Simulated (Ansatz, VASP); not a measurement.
One calculation of AlN, two programs

File INCAR:

```
PREC = Accurate
ENCUT = 520
EDIFF = 1E-6
ISMEAR = 0
SIGMA = 0.01
LREAL = F
LASPH = T
NELM = 60
ALGO = Normal
ISIF = 2
LWAVE = F
LCHARG = F
GGA = PE
NBANDS = 11
```

Contents of KPOINTS:

```
Automatic mesh
0
Gamma
  10 10 10
```

File POSCAR:

```
AlN
1.0
    0.0000000000      2.2015871008      2.2015871008
    2.2015871008      0.0000000000      2.2015871008
    2.2015871008      2.2015871008      0.0000000000
Al N
1 1
Direct
    0.0000000000      0.0000000000      0.0000000000
    0.7500000000      0.7500000000      0.7500000000
```

Input for Ansatz:

```yaml
crystal:
  lattice:
    - [0.0, 2.2015871008, 2.2015871008]
    - [2.2015871008, 0.0, 2.2015871008]
    - [2.2015871008, 2.2015871008, 0.0]
  atoms:
    - { symbol: Al, position: [0.0, 0.0, 0.0] }
    - { symbol: "N", position: [0.75, 0.75, 0.75] }
basis:
  ecutwfc: 420
  xc_grid: 2
kpoints:
  mp_grid: { grid: [10, 10, 10] }
  band_path: { path: [VBM, CBM], npoints: 2 }
hamiltonian:
  xc: pbe
scf:
  occupations: { method: gaussian, width: 0.01 }
output:
  forces: true
  stress: true
  eigenvalues: true
```

Alike in both runs: task single point; functional PBE; k mesh 10 × 10 × 10; occupations gaussian, width 0.01 eV; no spin polarisation.

```csv
,VASP,Ansatz
version,VASP 6.6.1,Ansatz 0.2.0
potentials or method,"VASP PAW PBE potentials, release 64 (Al, N)","scalar-relativistic, plane waves, PAW"
plane-wave cutoff (eV),520,420
valence electrons in the cell,8,8
```

Ansatz gave:

* gap on the k mesh at the Fermi level (eV): 3.31
* least direct gap on the mesh (eV): 3.98
* pressure (GPa): 0.0

Question: Estimate VASP's values.

Answer: gap on the k mesh at the Fermi level (eV): 3.30; least direct gap on the mesh (eV): 3.98; pressure (GPa): -0.3.

The functional is the same, so the differences come from potentials, cutoffs and numerics.

A k mesh can miss the band edges. A hybrid or GW would open this gap; PBE tends to underestimate it.
